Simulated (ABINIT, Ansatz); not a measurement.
**A GW chain in ABINIT: BeTe (F-43m)**

Wanted: ground state, empty states, screening and self-energy for BeTe (F-43m).

Method: PBE and many-body steps on it, plane waves, in ABINIT 10.8.3.

**What was measured.**

- Gap 2.8 eV: absolute (indirect, Gamma to X) gap, second literature value; film (quoted from earlier experiment) (quoted in “The band structure of BeTe - a combined experimental and theoretical study”, 1997, arxiv:cond-mat/9712266).

- Gap 2.7 eV: absolute (indirect, Gamma to X) gap; bulk crystal (quoted from earlier experiment) (quoted in “The band structure of BeTe - a combined experimental and theoretical study”, 1997, arxiv:cond-mat/9712266).

Most raw output is cut from this account.

## 1. Set-up

The structure is cubic, space group F-43m (No. 216). The conventional cell has a = 5.663 Å, b = 5.663 Å, c = 5.663 Å, α = 90.00°, β = 90.00°, γ = 90.00°. Nearest to Be lie 4 Te at 2.45 Å. Nearest to Te lie 4 Be at 2.45 Å. Farther neighbours and most contacts between anions are not listed.

Coordinates:

```cif
data_structure
_symmetry_space_group_name_H-M 'F-43m'
_symmetry_Int_Tables_number 216
_cell_length_a 5.6629
_cell_length_b 5.6629
_cell_length_c 5.6629
_cell_angle_alpha 90.000
_cell_angle_beta 90.000
_cell_angle_gamma 90.000
_cell_volume 181.60
loop_
_atom_site_label
_atom_site_type_symbol
_atom_site_symmetry_multiplicity
_atom_site_Wyckoff_symbol
_atom_site_fract_x
_atom_site_fract_y
_atom_site_fract_z
_atom_site_occupancy
Be1 Be 4 a 0.00000 0.00000 0.00000 1
Te1 Te 4 c 0.25000 0.25000 0.25000 1
```

The cell and positions are those that the Materials Project relaxed with its own functionals (PBE, PBE+U or r2SCAN), kept fixed. Spin-orbit coupling is left out unless a step names it.

## 2. Ground state

This step: ABINIT 10.8.3; DFT, PBE, plane waves, norm-conserving pseudopotentials.

The ground-state density comes first.

Input file run.abi:

```
acell 3*1.0 Angstrom
rprim 
  -0.000000000000 2.831458787600 2.831458787600
  2.831458787600 0.000000000000 2.831458787600
  2.831458787600 2.831458787600 0.000000000000
ntypat 2
znucl 4 52
natom 2
typat 1 2
xred 
  0.000000000000 0.000000000000 0.000000000000
  0.750000000000 0.750000000000 0.750000000000
pp_dirpath "pseudos"
pseudos "Be.upf, Te.upf"
ecut 38
ngkpt 6 6 6
nshiftk 1
shiftk 0 0 0
kptopt 1
chksymbreak 0
nband 15
occopt 1
tolvrs 1e-10
nstep 60
prtwf 0
optforces 0
optstress 0
indata_prefix "in"
outdata_prefix "out"
tmpdata_prefix "tmp"
```

Run with:

```bash
$ OMP_NUM_THREADS=1 mpirun -n 8 abinit run.abi > log
```

Run time: 5.3 s. Hardware: 8 MPI ranks of Arm Neoverse V2, shared host; peak memory 0.61 GiB; 42 s of CPU time.

This step gave:

- total energy: -3233.7959 eV
- gap: 2.028 eV
- k of the valence top: 0, 0, 0
- k of the conduction bottom: 0.5, 0.5, 0
- least direct gap: 3.657 eV

The gap is indirect, with the least direct gap 1.63 eV higher.

## 3. Bands along the symmetry lines

Levels along a band path, at the cheap level, show where the edges lie and whether the meshes to come will hold them.

Input file run.abi:

```
acell 3*1.0 Angstrom
rprim 
  -0.000000000000 2.831458787600 2.831458787600
  2.831458787600 0.000000000000 2.831458787600
  2.831458787600 2.831458787600 0.000000000000
ntypat 2
znucl 4 52
natom 2
typat 1 2
xred 
  0.000000000000 0.000000000000 0.000000000000
  0.750000000000 0.750000000000 0.750000000000
pp_dirpath "pseudos"
pseudos "Be.upf, Te.upf"
ecut 38
iscf -2
irdden 1
kptopt 0
nkpt 50
kpt 
  0.00000000 0.00000000 0.00000000
  -0.06250000 -0.06250000 0.00000000
  -0.12500000 -0.12500000 0.00000000
  -0.18750000 -0.18750000 0.00000000
  -0.25000000 -0.25000000 0.00000000
  -0.31250000 -0.31250000 0.00000000
  -0.37500000 -0.37500000 0.00000000
  -0.43750000 -0.43750000 0.00000000
  -0.50000000 -0.50000000 0.00000000
  -0.48437500 -0.48437500 0.03125000
  -0.46875000 -0.46875000 0.06250000
  -0.45312500 -0.45312500 0.09375000
  -0.43750000 -0.43750000 0.12500000
  -0.42187500 -0.42187500 0.15625000
  -0.40625000 -0.40625000 0.18750000
  -0.39062500 -0.39062500 0.21875000
  -0.37500000 -0.37500000 0.25000000
  -0.37500000 0.00000000 0.37500000
  -0.32812500 0.00000000 0.32812500
  -0.28125000 0.00000000 0.28125000
  -0.23437500 0.00000000 0.23437500
  -0.18750000 0.00000000 0.18750000
  -0.14062500 0.00000000 0.14062500
  -0.09375000 0.00000000 0.09375000
  -0.04687500 0.00000000 0.04687500
  0.00000000 0.00000000 0.00000000
  0.00000000 0.00000000 0.06250000
  0.00000000 0.00000000 0.12500000
  0.00000000 0.00000000 0.18750000
  0.00000000 0.00000000 0.25000000
  0.00000000 0.00000000 0.31250000
  0.00000000 0.00000000 0.37500000
  0.00000000 0.00000000 0.43750000
  -0.00000000 -0.00000000 0.50000000
  -0.06250000 -0.03125000 0.46875000
  -0.12500000 -0.06250000 0.43750000
  -0.18750000 -0.09375000 0.40625000
  -0.25000000 -0.12500000 0.37500000
  -0.31250000 -0.15625000 0.34375000
  -0.37500000 -0.18750000 0.31250000
  -0.43750000 -0.21875000 0.28125000
  -0.50000000 -0.25000000 0.25000000
  -0.50000000 -0.28125000 0.21875000
  -0.50000000 -0.31250000 0.18750000
  -0.50000000 -0.34375000 0.15625000
  -0.50000000 -0.37500000 0.12500000
  -0.50000000 -0.40625000 0.09375000
  -0.50000000 -0.43750000 0.06250000
  -0.50000000 -0.46875000 0.03125000
  -0.50000000 -0.50000000 0.00000000
istwfk *1
nband 17
nbdbuf 2
tolwfr 1e-08
nstep 40
prtwf 0
prtvol 0
indata_prefix "in"
outdata_prefix "out"
tmpdata_prefix "tmp"
```

Wall time 6.8 s (8 MPI ranks); peak memory 0.54 GiB.

Numbers from this step:

| Item | Value |
| --- | --- |
| gap | 2.028 eV |
| k of the valence top | 0, 0, 0 |
| k of the conduction bottom | -0.5, -0.5, 0 |
| least direct gap | 3.657 eV |

The gap is 2.028 eV, as in the run before at this level.

The electronic bands at the labelled points (eV, zero at the top of the highest filled band):

| point | band 7 | band 8 | band 9 | band 10 | band 11 | band 12 | band 13 | band 14 |
| --- | --- | --- | --- | --- | --- | --- | --- | --- |
| Γ | -12.19 | 0.00 | 0.00 | 0.00 | 3.66 | 3.66 | 3.66 | 3.72 |
| halfway | -11.47 | -2.86 | -1.63 | -1.63 | 2.65 | 4.42 | 6.45 | 6.45 |
| X | -10.42 | -5.01 | -2.57 | -2.57 | 2.03 | 2.71 | 9.68 | 9.68 |
| halfway | -10.41 | -4.91 | -3.06 | -2.47 | 2.36 | 3.38 | 9.09 | 9.15 |
| U | -10.44 | -4.67 | -3.78 | -2.17 | 2.75 | 5.30 | 7.89 | 8.17 |
| jump to K | -10.44 | -4.67 | -3.78 | -2.17 | 2.75 | 5.30 | 7.89 | 8.17 |
| halfway | -11.41 | -3.47 | -2.20 | -0.65 | 4.06 | 4.70 | 5.22 | 6.29 |
| Γ | -12.19 | 0.00 | 0.00 | 0.00 | 3.66 | 3.66 | 3.66 | 3.72 |
| halfway | -11.65 | -3.26 | -0.65 | -0.65 | 3.30 | 4.52 | 4.52 | 7.00 |
| L | -10.89 | -5.42 | -1.10 | -1.10 | 3.06 | 4.63 | 4.63 | 7.93 |
| halfway | -10.66 | -5.01 | -2.83 | -1.85 | 4.21 | 4.43 | 6.68 | 7.78 |
| W | -10.39 | -4.50 | -3.60 | -3.12 | 5.30 | 5.58 | 5.62 | 6.17 |
| halfway | -10.40 | -4.82 | -3.05 | -2.87 | 3.06 | 3.67 | 8.26 | 8.44 |
| X | -10.42 | -5.01 | -2.57 | -2.57 | 2.03 | 2.71 | 9.68 | 9.68 |

## 4. Empty states on the mesh, 6×6×6 mesh, 425 bands

The sums over transitions need many empty states on a uniform mesh; this step solves for them.

Input file run.abi:

```
acell 3*1.0 Angstrom
rprim 
  -0.000000000000 2.831458787600 2.831458787600
  2.831458787600 0.000000000000 2.831458787600
  2.831458787600 2.831458787600 0.000000000000
ntypat 2
znucl 4 52
natom 2
typat 1 2
xred 
  0.000000000000 0.000000000000 0.000000000000
  0.750000000000 0.750000000000 0.750000000000
pp_dirpath "pseudos"
pseudos "Be.upf, Te.upf"
ecut 38
ngkpt 6 6 6
nshiftk 1
shiftk 0 0 0
kptopt 1
chksymbreak 0
irdden 1
istwfk *1
nband 425
prtvol 0
optdriver 6
gwr_task "HDIAGO"
paral_kgb 0
occopt 1
indata_prefix "in"
outdata_prefix "out"
tmpdata_prefix "tmp"
```

Wall time 56 s (8 MPI ranks); peak memory 5.6 GiB; 7.5 min of CPU time.

Numbers from this step:

- gap: 2.028 eV
- k of the valence top: 0, 0, 0
- k of the conduction bottom: 0.5, 0.5, 0
- least direct gap: 3.658 eV
- k points computed: 16
- lowest point of the top converged band, above the valence top: 236.7247 eV

On this mesh the gap is 2.028 eV.

## 5. Screening, 6×6×6 mesh, 417 bands, screening to 326.5 eV

The RPA dielectric matrix is built and inverted for each q.

This step: RPA screening on PBE, plane waves, norm-conserving pseudopotentials.

Changes to run.abi since step 4:

```diff
@@ -20,10 +20,11 @@
 chksymbreak 0
-irdden 1
 istwfk *1
-nband 425
-prtvol 0
-optdriver 6
-gwr_task "HDIAGO"
-paral_kgb 0
 occopt 1
+irdwfk 1
+optdriver 3
+nband 417
+ecuteps 12
+inclvkb 2
+awtr 1
+symchi 1
 indata_prefix "in"
```

Run time: 17 min. Hardware: 8 MPI ranks; peak memory 8 GiB; 2.2 h of CPU time.

This step gave:

| Property | Result |
| --- | --- |
| ε∞ with local fields, on this mesh, along the program's q direction | 7.303 |
| the same without local fields | 8.412 |
| plasma frequency | 24.65 eV |
| plane waves in the screening matrix | 609 |

Local fields lower ε∞ by 13 %.

## 6. Self-energy, 6×6×6 mesh, 417 bands, screening to 326.5 eV

The self-energy is evaluated for the states that the input lists, and the levels follow from it, in one-shot runs by the linearised quasiparticle equation.

This step: G0W0 on PBE, plane waves, norm-conserving pseudopotentials.

Changes to run.abi since step 5:

```diff
@@ -23,8 +23,17 @@
 irdwfk 1
-optdriver 3
+optdriver 4
 nband 417
+gwcalctyp 0
+ecutsigx 38
+symsigma 1
+nkptgw 2
+kptgw 
+  0.0000000000 0.0000000000 0.0000000000
+  0.5000000000 0.5000000000 0.0000000000
+bdgw 
+  8 13
+  9 12
 ecuteps 12
-inclvkb 2
-awtr 1
-symchi 1
+irdscr 1
+ppmodel 1
 indata_prefix "in"
```

The job ended after 2.7 min (8 MPI ranks; peak memory 8.9 GiB; 22 min of CPU time).

This step gave:

| Quantity | Value |
| --- | --- |
| G0W0 gap on the points computed | 3.477 eV |
| starting gap on the mesh | 2.028 eV |
| k of the valence top | 0, 0, 0 |
| k of the conduction bottom | 0.5, 0.5, 0 |
| Z at the valence top | 0.801 |
| Z at the conduction bottom | 0.814 |
| least direct G0W0 gap on the computed points | 5.352 eV |

The gap on the mesh goes from 2.03 eV to 3.48 eV, a correction of +1.45 eV.

Limits: finite bands, cutoff and mesh; exchange with frozen shells missing; no spin-orbit coupling. v1 is the top filled band, c1 the lowest empty one. The levels before and after the correction (eV, zero at the valence-band top of each column):

|  | conduction bottom | valence top |
| --- | --- | --- |
| Kohn-Sham | 2.03 | 0.00 |
| G0W0 | 3.48 | 0.00 |

|  | level | energy (eV) |
| --- | --- | --- |
| Kohn-Sham | Γ v3-v1 | 0.000 |
| Kohn-Sham | Γ c1-c3 | 3.658 |
| Kohn-Sham | (0.5 0.5 0) v2-v1 | -2.574 |
| Kohn-Sham | (0.5 0.5 0) c1 | 2.028 |
| Kohn-Sham | (0.5 0.5 0) c2 | 2.714 |
| G0W0 | Γ v3-v1 | 0.000 |
| G0W0 | Γ c1-c3 | 5.352 |
| G0W0 | (0.5 0.5 0) v2-v1 | -2.549 |
| G0W0 | (0.5 0.5 0) c1 | 3.477 |
| G0W0 | (0.5 0.5 0) c2 | 4.302 |

## 7. Where the time went

Times are wall times on 8 MPI ranks of Arm Neoverse V2, shared host, good to a factor of about two.

| step | time | share | memory (GiB) |
| --- | --- | --- | --- |
| ground state | 5.3 s | 0 % | 0.61 |
| bands along the symmetry lines | 6.8 s | 1 % | 0.54 |
| empty states on the mesh | 56 s | 5 % | 5.6 |
| screening | 17 min | 81 % | 8.0 |
| self-energy | 2.7 min | 13 % | 8.9 |

## 8. Outcome

| Quantity | Value |
| --- | --- |
| PBE gap | 2.03 eV, indirect |
| G0W0 gap on the mesh | 3.48 eV |
| GW settings | 6×6×6 mesh, 417 bands, screening to 326.5 eV, Godby-Needs plasmon pole |
| known limits | not at the basis limit; exchange with frozen shells missing; no spin-orbit coupling |

What this shows: G0W0 moves the gap on the mesh from 2.03 eV to 3.48 eV (+1.45 eV), with Z of 0.80 and 0.81 at the edges. Local fields lower the RPA ε∞ on this mesh from 8.41 to 7.30. Only 2 of the mesh's irreducible points were corrected, so a valley elsewhere could overtake. The dearest step here is «screening». Against experiment, by G0W0@PBE: the gap of 3.48 eV lies +0.68 eV from the measured 2.8 eV (indirect, quoted 1997); the gap of 3.48 eV lies +0.78 eV from the measured 2.7 eV (indirect, quoted 1997). The calculation has static nuclei and no excitons; a measured gap holds zero-point and thermal motion, which mostly lowers it. A miss this large is more than these effects usually give: tightly bound excitons can cover part of it, absorption edges can read low, one-shot GW can overshoot, and the runs shown don't tell these apart. With atoms this heavy the missing spin-orbit coupling can matter too. Bands and cutoff are finite, so the gap is not at the basis limit. The miss can reach some tenths of an eV and take either sign; the mesh is an error of its own. In the G0W0 run levels were corrected at 2 k points alone, so a gap called «on the mesh» is the least over those, and an edge elsewhere would be missed. The norm-conserving file of at least one element keeps a d shell over frozen s and p shells of the same row. Exchange with those shells is missing from the self-energy, an error of 0.3 to 0.9 eV in cases checked, whose sign depends on which edge lies on those atoms.

[Paths, hosts, dates, memory and timing lines, banners, echoed tables and standing remarks are left out of the program output.]

[Logs are printed without paths, hosts, clocks, repeated set-up lines and the standing remarks that a program may print on its own settings, such as how far it seeks lower states.]

[Runs of the session that timed out or met a known fault of the program may be left out.]

[Hosts, paths, dates, database ids (printed as entryN), source tags and the programs' standing remarks are cut or masked in the printed files.]

[G0W0 gaps are taken among the corrected bands and points alone; a level outside them can change the order at an edge.]

[Where Ansatz stands beside ABINIT at settings called matched, ABINIT's density can come from a denser mesh and the files from another edition; pairs whose starting gaps differed by over 0.03 eV were left out, so agreement reads better than it is.]
